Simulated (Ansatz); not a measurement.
TiO2: Ti-49 NMR of the central transition

Cell: a structure deposited in the COD, atoms as given.

Space group P4_2/mnm (No. 136); a = 4.5940, c = 2.9590 Å.

| site | Wyckoff | site symmetry | x | y | z |
| --- | --- | --- | --- | --- | --- |
| Ti | 2a | m.mm | 0.0000 | 0.0000 | 0.0000 |
| O | 4f | m.2m | 0.3060 | 0.3060 | 0.0000 |

One atom of each set is listed.

All values are calculated (Ansatz; DFT, PBE, plane waves and PAW, scalar-relativistic, 420 eV cutoff, Γ-centred 7×7×10 k-points, Fermi–Dirac smearing 0.02 eV), not measured.

Ti-49 has I = 7/2 and Q = 247.0 mb (Pyykkö 2018); at 7.05 T its Larmor frequency is ν₀ = 17.0 MHz. Only the quadrupole interaction is simulated: positions count from each site's isotropic chemical shift, and shift anisotropy, dipolar and J coupling are left out.

**Question.** Simulate the second-order pattern (static powder, Gaussian broadening 10 kHz) of site Ti (6 O at 1.94–1.99 Å).

**Answer.** The calculation gives C_Q = -15.8 MHz and η = 0.49, so ν_Q = 1.13 MHz and the centre of gravity lies at -2402 ppm (-40.7 kHz).

| offset (kHz) | height |
| --- | --- |
| -204.9 | 0 |
| -194.6 | 3 |
| -184.3 | 29 |
| -174.1 | 41 |
| -163.8 | 43 |
| -153.6 | 45 |
| -143.3 | 47 |
| -133.0 | 49 |
| -122.8 | 52 |
| -112.5 | 55 |
| -102.3 | 59 |
| -92.0 | 65 |
| -81.7 | 73 |
| -71.5 | 89 |
| -61.2 | 100 |
| -51.0 | 82 |
| -40.7 | 73 |
| -30.4 | 70 |
| -20.2 | 68 |
| -9.9 | 67 |
| 0.3 | 67 |
| 10.6 | 59 |
| 20.9 | 60 |
| 31.1 | 70 |
| 41.4 | 97 |
| 51.7 | 87 |
| 61.9 | 51 |
| 72.2 | 43 |
| 82.4 | 39 |
| 92.7 | 26 |
| 103.0 | 3 |
| 113.2 | 0 |

At this cell the PBE pressure is 5 GPa, so with PBE the cell would grow if it were relaxed. The values hang on the deposited positions: relaxing the atoms moves V_zz on Ti from -2.65 to -2.01.
